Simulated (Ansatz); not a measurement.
# Residual resistivity of an alloy: Zr(0001) with 2 layers of random Zr-Mg, 2x2, part 2 of 2

Wanted: resistance against the alloy's length, first Zr(0001) with 2 layers of random Zr-Mg, 2x2.

Ansatz 0.2.0; Ansatz plane-wave DFT, PBE, PAW files; ballistic transport by layer matching (Landauer), zero bias; PAW set soft_1.

So far. Step 3 (With 6 alloy layers): Over the solved energies the transmission per spin lies between 1.06 and 1.17, out of 2.76 channels of the lead on average (up to 2.84).

### 4. With 10 alloy layers

In 10 layers a share of 0.125 of the sites is given to Mg at random. A fresh draw is used; the growth of the resistance with length is what counts.

System of this step: Zr(0001) with 10 layers of random Zr-Mg, 2x2. The cell holds 80 atoms: 75 Zr and 5 Mg. Cell: a = 6.464 Å, b = 6.464 Å, c = 51.470 Å, α = 90.0°, β = 90.0°, γ = 120.0°. It derives from Zr. Regions: lead, 40 atoms (40 Zr); scattering region, 40 atoms (35 Zr and 5 Mg). The structure is stacked along c, and the current runs across the ab planes.

input.yaml

```yaml
crystal:
  lattice:
    - [6.464, 0.0, 0.0]
    - [-3.232, 5.5979882101, 0.0]
    - [0.0, 0.0, 51.47]
  atoms:
    - { symbol: Zr, position: [0.1666666667, 0.3333333333, 0.025] }
    - { symbol: Zr, position: [0.1666666667, 0.8333333333, 0.025] }
    - { symbol: Zr, position: [0.6666666667, 0.3333333333, 0.025] }
    - { symbol: Zr, position: [0.6666666667, 0.8333333333, 0.025] }
    - { symbol: Zr, position: [0.3333333333, 0.1666666667, 0.075] }
    - { symbol: Zr, position: [0.3333333333, 0.6666666667, 0.075] }
    - { symbol: Zr, position: [0.8333333333, 0.1666666667, 0.075] }
    - { symbol: Zr, position: [0.8333333333, 0.6666666667, 0.075] }
    - { symbol: Zr, position: [0.1666666667, 0.3333333333, 0.125] }
    - { symbol: Zr, position: [0.1666666667, 0.8333333333, 0.125] }
    - { symbol: Zr, position: [0.6666666667, 0.3333333333, 0.125] }
    - { symbol: Zr, position: [0.6666666667, 0.8333333333, 0.125] }
    - { symbol: Zr, position: [0.3333333333, 0.1666666667, 0.175] }
    - { symbol: Zr, position: [0.3333333333, 0.6666666667, 0.175] }
    - { symbol: Zr, position: [0.8333333333, 0.1666666667, 0.175] }
    - { symbol: Zr, position: [0.8333333333, 0.6666666667, 0.175] }
    - { symbol: Zr, position: [0.1666666667, 0.3333333333, 0.225] }
    - { symbol: Zr, position: [0.1666666667, 0.8333333333, 0.225] }
    - { symbol: Zr, position: [0.6666666667, 0.3333333333, 0.225] }
    - { symbol: Zr, position: [0.6666666667, 0.8333333333, 0.225] }
    - { symbol: Zr, position: [0.3333333333, 0.1666666667, 0.275] }
    - { symbol: Zr, position: [0.3333333333, 0.6666666667, 0.275] }
    - { symbol: Zr, position: [0.8333333333, 0.1666666667, 0.275] }
    - { symbol: Zr, position: [0.8333333333, 0.6666666667, 0.275] }
    - { symbol: Zr, position: [0.1666666667, 0.3333333333, 0.325] }
    - { symbol: Zr, position: [0.1666666667, 0.8333333333, 0.325] }
    - { symbol: Zr, position: [0.6666666667, 0.3333333333, 0.325] }
    - { symbol: Zr, position: [0.6666666667, 0.8333333333, 0.325] }
    - { symbol: Zr, position: [0.3333333333, 0.1666666667, 0.375] }
    - { symbol: Zr, position: [0.3333333333, 0.6666666667, 0.375] }
    - { symbol: Zr, position: [0.8333333333, 0.1666666667, 0.375] }
    - { symbol: Zr, position: [0.8333333333, 0.6666666667, 0.375] }
    - { symbol: Zr, position: [0.1666666667, 0.3333333333, 0.425] }
    - { symbol: Zr, position: [0.1666666667, 0.8333333333, 0.425] }
    - { symbol: Zr, position: [0.6666666667, 0.3333333333, 0.425] }
    - { symbol: Zr, position: [0.6666666667, 0.8333333333, 0.425] }
    - { symbol: Zr, position: [0.3333333333, 0.1666666667, 0.475] }
    - { symbol: Zr, position: [0.3333333333, 0.6666666667, 0.475] }
    - { symbol: Zr, position: [0.8333333333, 0.1666666667, 0.475] }
    - { symbol: Mg, position: [0.8333333333, 0.6666666667, 0.475] }
    - { symbol: Zr, position: [0.1666666667, 0.3333333333, 0.525] }
    - { symbol: Zr, position: [0.1666666667, 0.8333333333, 0.525] }
    - { symbol: Zr, position: [0.6666666667, 0.3333333333, 0.525] }
    - { symbol: Zr, position: [0.6666666667, 0.8333333333, 0.525] }
    - { symbol: Zr, position: [0.3333333333, 0.1666666667, 0.575] }
    - { symbol: Mg, position: [0.3333333333, 0.6666666667, 0.575] }
    - { symbol: Zr, position: [0.8333333333, 0.1666666667, 0.575] }
    - { symbol: Zr, position: [0.8333333333, 0.6666666667, 0.575] }
    - { symbol: Zr, position: [0.1666666667, 0.3333333333, 0.625] }
    - { symbol: Zr, position: [0.1666666667, 0.8333333333, 0.625] }
    - { symbol: Mg, position: [0.6666666667, 0.3333333333, 0.625] }
    - { symbol: Mg, position: [0.6666666667, 0.8333333333, 0.625] }
    - { symbol: Mg, position: [0.3333333333, 0.1666666667, 0.675] }
    - { symbol: Zr, position: [0.3333333333, 0.6666666667, 0.675] }
    - { symbol: Zr, position: [0.8333333333, 0.1666666667, 0.675] }
    - { symbol: Zr, position: [0.8333333333, 0.6666666667, 0.675] }
    - { symbol: Zr, position: [0.1666666667, 0.3333333333, 0.725] }
    - { symbol: Zr, position: [0.1666666667, 0.8333333333, 0.725] }
    - { symbol: Zr, position: [0.6666666667, 0.3333333333, 0.725] }
    - { symbol: Zr, position: [0.6666666667, 0.8333333333, 0.725] }
    - { symbol: Zr, position: [0.3333333333, 0.1666666667, 0.775] }
    - { symbol: Zr, position: [0.3333333333, 0.6666666667, 0.775] }
    - { symbol: Zr, position: [0.8333333333, 0.1666666667, 0.775] }
    - { symbol: Zr, position: [0.8333333333, 0.6666666667, 0.775] }
    - { symbol: Zr, position: [0.1666666667, 0.3333333333, 0.825] }
    - { symbol: Zr, position: [0.1666666667, 0.8333333333, 0.825] }
    - { symbol: Zr, position: [0.6666666667, 0.3333333333, 0.825] }
    - { symbol: Zr, position: [0.6666666667, 0.8333333333, 0.825] }
    - { symbol: Zr, position: [0.3333333333, 0.1666666667, 0.875] }
    - { symbol: Zr, position: [0.3333333333, 0.6666666667, 0.875] }
    - { symbol: Zr, position: [0.8333333333, 0.1666666667, 0.875] }
    - { symbol: Zr, position: [0.8333333333, 0.6666666667, 0.875] }
    - { symbol: Zr, position: [0.1666666667, 0.3333333333, 0.925] }
    - { symbol: Zr, position: [0.1666666667, 0.8333333333, 0.925] }
    - { symbol: Zr, position: [0.6666666667, 0.3333333333, 0.925] }
    - { symbol: Zr, position: [0.6666666667, 0.8333333333, 0.925] }
    - { symbol: Zr, position: [0.3333333333, 0.1666666667, 0.975] }
    - { symbol: Zr, position: [0.3333333333, 0.6666666667, 0.975] }
    - { symbol: Zr, position: [0.8333333333, 0.1666666667, 0.975] }
    - { symbol: Zr, position: [0.8333333333, 0.6666666667, 0.975] }
kpoints:
  mp_grid: { grid: [4, 4, 1] }
hamiltonian:
  xc: pbe
  pseudopotentials: { kind: paw, azcp: { folder: soft_1 } }
scf:
  occupations: { method: fermi_dirac, width: 0.1 }
output:
  transmission: { leads: [[0, 8]], kmesh: [8, 8], e_range: [-0.05, 0.05], de: 0.05 }
  write_potential: true
  write_density: true
  volumetric_format: npy
```

Launch:

```console
$ ansatz run input.yaml --threads 4 --pin off --max-ram 15360MiB --backend cpu --events-out ev --progress --plain --runs-dir out
```

Numbers of over 12 decimals in the logs are rounded to 6 here.

Output:

```text
[...]
Crystal: 80 atoms, lattice volume = 1862.462 Å³
Basis set: ecut = 420 eV, 36449 PW (Γ)
Bands: 570, of which v1, the nominal top of the filled ones, is band 475 counted from 1 (474 counted from 0)
Symmetry: 1 space group operations
[...]
k-points: 10 of 16 (time reversal used)
[...]
SCF iter   1: F=—  HF=-323417.535103 eV  |F-HF|=—  |Δ(HF+E_count)|=         —  Δρ=2.94e-2  dr2=4.13e2  ethr=3.10e-3  ⟨swp⟩=8.6  Hψ=23908  notcnv=0
[...]
SCF iter  13: F=-323409.097732 eV  HF=-323409.097732 eV  |F-HF|=7.80e-9  |Δ(HF+E_count)|=   2.65e-8  Δρ=3.16e-7  dr2=9.28e-9  ethr=1.05e-11  ⟨swp⟩=7.6  Hψ=12884  notcnv=0
SCF 1 converged in 13 iterations: F = -323409.097732 eV  dr2 = 9.28e-9
[...]
transmission: 285 of 2788 steps passed
transmission: 558 of 2788 steps passed
[...]
transmission: 2788 of 2788 steps passed
SCF converged after 13 iterations
Free energy (F): -323409.097732 eV
[...]
Internal energy: -323406.342800 eV  (E = F + TS)
E sigma→0 (E₀):  -323407.720266 eV
Entropy (-TS):   -2.754932 eV (-34.437 meV/atom)
Fermi energy:    13.363738 eV
[...]
--- Band table (eV; the first three rows and the last of 10) ---
  k-point 0: bands = [... 471 lower, 13.9396, 13.9408, 13.9885, 14.0141, 14.0177, 14.0227, 14.0558, 14.0559, ... 91 higher]
  k-point 1: bands = [... 471 lower, 13.5509, 13.5661, 13.5985, 13.6138, 13.6241, 13.6354, 13.6388, 13.6430, ... 91 higher]
  k-point 2: bands = [... 471 lower, 13.1025, 13.1299, 13.1528, 13.1740, 13.1899, 13.2295, 13.2559, 13.2768, ... 91 higher]
  k-point 9: bands = [... 471 lower, 13.1091, 13.1446, 13.1641, 13.2068, 13.2162, 13.2281, 13.2470, 13.2853, ... 91 higher]
--- Transmission ---
  basis      : 313 plane waves across, 82 finite elements along
  points     : 34, standing for a mesh of 8 x 8
[...]
channels       : 2.625000e0 a spin
[...]
slowest decay  : 0.0509 /Å at (0.0000, 0.0000)
  junction   : crystal 0 to crystal 0, 4.45 to 50.77 Å
    transmission   : 7.425554e-1 a spin
[...]
```

Wall time 15 min (4 threads of Intel Xeon Platinum 8488C (Sapphire Rapids), shared host); peak memory 8.7 GiB.

Numbers from this step:

```yaml
free_energy: -323409.0977 eV
energy_at_zero_smearing: -323407.7203 eV
fermi_energy: 13.36 eV
transmission_per_spin_nearest_the_fermi_level: 0.7426
step_of_the_lead_s_potential: 1.3 meV
```

Per spin. Table of transmission, zone mean by energy, zero at the Fermi level:

| energy (eV) | transmission, zone mean |
| --- | --- |
| -0.0500 | 0.828 |
| 0.0000 | 0.743 |
| 0.0500 | 0.897 |

Over the solved energies the transmission per spin lies between 0.743 and 0.897, out of 2.76 channels of the lead on average (up to 2.84).

### 5. Resistance against length

This step: Ansatz plane-wave DFT, PBE, PAW files; ballistic transport by layer matching (Landauer), zero bias; residual resistivity from the slope of the area resistance, atoms on the host's lattice; PAW set soft_1 (Ansatz 0.2.0).

This step gave:

```yaml
resistivity: 147.9 µΩ cm
intercept: 0.2020 fΩ m²
scatter_about_the_fit: 0.03330 fΩ m²
```

Resistance, by row:

| run | length (Å) | T | channels N | RA (fΩ m²) |
| --- | --- | --- | --- | --- |
| n2 | 5.147 | 1.775 | 2.76 | 0.9397 |
| n6 | 15.44 | 1.105 | 2.76 | 2.533 |
| n10 | 25.73 | 0.8227 | 2.76 | 3.985 |

The area resistance by length of the alloy:

| length of the alloy (Å) | area resistance (fΩ m²) |
| --- | --- |
| 5.15 | 0.940 |
| 15.44 | 2.53 |
| 25.73 | 3.98 |

The area resistance goes from 0.94 to 4.0 fΩ m² between 5.1 and 25.7 Å, a slope of 148 µΩ cm.

By hand from the end points: (3.985 − 0.9397) fΩ m² / (25.73 − 5.15) Å = 148 µΩ cm, since 1 fΩ m² per Å is 1000 µΩ cm.

### 6. Summary of results

- resistivity from the slope: 148 µΩ cm
- area resistance over 5.15 Å: 0.940 fΩ m²
- area resistance over 15.4 Å: 2.53 fΩ m²
- area resistance over 25.7 Å: 3.98 fΩ m²

In words: The slope gives 148 µΩ cm. The points scatter by 0.033 fΩ m² about the line, with one random draw a length in a 2x2 cell, so the slope is a rough value. Read with a model of isotropic scattering on a spherical Fermi surface and the lead's 0.59×10¹⁵ S/m², this slope means a mean free path near 8.7 Å; over these lengths the model's slope is within 3 % of its bulk resistivity. The draw over the shortest length came out nearly ordered, with 12 symmetry operations, so that point is a poor sample of a random alloy. The atoms sit on the host's lattice, so scattering by size misfit is left out.

[Logs are printed without paths, hosts, clocks, repeated set-up lines and the standing remarks that a program may print on its own settings, such as how far it seeks lower states.]

[Hosts, paths, dates, database ids (printed as entryN), source tags and the programs' standing remarks are cut or masked in the printed files.]
